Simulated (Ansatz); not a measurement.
# K: the cost of one run

Program: Ansatz 0.2.0. Level of theory: DFT PBE, scalar-relativistic, plane waves, PAW. These are calculated values, not measurements.

The COD entry's cell or inner coordinates are ideal or old and differ from later refinements, so a difference from it is no clean test against experiment.

**1. The structure to begin with**

The structure is orthorhombic, space group Cmmm (No. 65). The conventional cell has a = 7.402 Å, b = 11.048 Å, c = 8.367 Å, α = 90.00°, β = 90.00°, γ = 90.00°. K (site symmetry 2) is surrounded by 6 K at 3.70 to 4.18 Å. K (site symmetry mmm) has 8 K at 3.93 Å as nearest neighbours.

As a file:

```
K
1.0
     3.70100   -5.52400    0.00000
     3.70100    5.52400    0.00000
     0.00000    0.00000    8.36700
K
5
Cartesian
  1.8505 -2.7620 2.0918
  1.8505 2.7620 6.2753
  1.8505 2.7620 2.0918
  1.8505 -2.7620 6.2753
  0.0000 0.0000 0.0000
```

The structure comes from the Crystallography Open Database.

**2. A distortion that keeps the symmetry**

Against the listed cell: strain xx, yy, zz, yz, xz, xy = +0.5, +0.5, +2.0, +0.0, +0.0, +0.0 %; atoms moved by 0.10 Å root mean square, at most 0.11 Å.

input.yaml

```yaml
crystal:
  lattice:
    - [3.72128148, -5.55167524, 0.0]
    - [3.72128148, 5.55167524, 0.0]
    - [0.0, 0.0, 8.53634808]
  atoms:
    - { symbol: K, position: [0.5, 0.0, 0.2633624237] }
    - { symbol: K, position: [0.0, 0.5, 0.7366375763] }
    - { symbol: K, position: [0.0, 0.5, 0.2633624237] }
    - { symbol: K, position: [0.5, 0.0, 0.7366375763] }
    - { symbol: K, position: [0.0, 0.0, 0.0] }
basis:
  ecutwfc: 420
kpoints:
  mp_grid: { grid: [6, 6, 4] }
hamiltonian:
  xc: pbe
scf:
  occupations: { method: gaussian, width: 0.1 }
output:
  forces: true
  stress: true
  eigenvalues: true
```

**Question.** How long does this run take on 1 thread of an x86-64 CPU, shared host, and how much memory does it need?

About 26 s, with a peak of 0.67 GiB.
